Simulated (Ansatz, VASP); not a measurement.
**Te: VASP beside Ansatz**

File INCAR:

```
  ALGO = Normal
  EDIFF = 1E-6
  ENCUT = 520
  GGA = PS
  ISIF = 2
  ISMEAR = -1
  LASPH = True
  LCHARG = False
  LREAL = False
  LWAVE = False
  NBANDS = 13
  NELM = 80
  PREC = Accurate
  SIGMA = 0.08
```

The input KPOINTS:

```
k-points
0
Gamma
  14 14 8
```

The input POSCAR:

```
Te
1.0
    3.5595680758      0.0000000000      0.0000000000
   -1.7797840379      3.0826763802      0.0000000000
    0.0000000000      0.0000000000      4.5152125765
Te
2
Direct
    0.3333333333      0.6666666667      0.2500000000
    0.6666666667      0.3333333333      0.7500000000
```

Input for Ansatz:

```yaml
crystal:
  lattice:
    - [3.5595680758, 0.0, 0.0]
    - [-1.7797840379, 3.0826763802, 0.0]
    - [0.0, 0.0, 4.5152125765]
  atoms:
    - { symbol: Te, position: [0.3333333333, 0.6666666667, 0.25] }
    - { symbol: Te, position: [0.6666666667, 0.3333333333, 0.75] }
kpoints:
  mp_grid: { grid: [14, 14, 8] }
scf:
  occupations: { method: fermi_dirac, width: 0.08 }
hamiltonian:
  xc: pbesol
  pseudopotentials: { kind: paw }
output:
  forces: true
  stress: true
  eigenvalues: true
  populations: true
```

Change from the starting cell: volume scaled by 0.84, PAW files.

Alike in both runs: task single point; functional PBEsol; k mesh 14 × 14 × 8; occupations fermi-dirac, width 0.08 eV; no spin polarisation.

|  | VASP | Ansatz |
| --- | --- | --- |
| version | VASP 6.6.1 | Ansatz 0.2.0 |
| potentials or method | VASP PAW PBE potentials, release 64 (Te) | PAW with Ansatz's default frozen-core files, scalar-relativistic |
| plane-wave cutoff (eV) | 520 | 420 |
| valence electrons in the cell | 12 | 32 |

|  | VASP | Ansatz | Ansatz less VASP |
| --- | --- | --- | --- |
| pressure (GPa) | 10.4 | 10.4 | -0.08 |
| largest component of the traceless stress (GPa) | 0.11 | 0.03 | -0.082 |

The functional is the same, so the differences come from potentials, cutoffs and numerics. The two sets of potentials don't hold the same shells in valence.

Caveats: the PAW data sets were made with another functional, which shifts forces and pressure a little (VASP). Spin-orbit coupling is left out, which matters for the levels of Te.
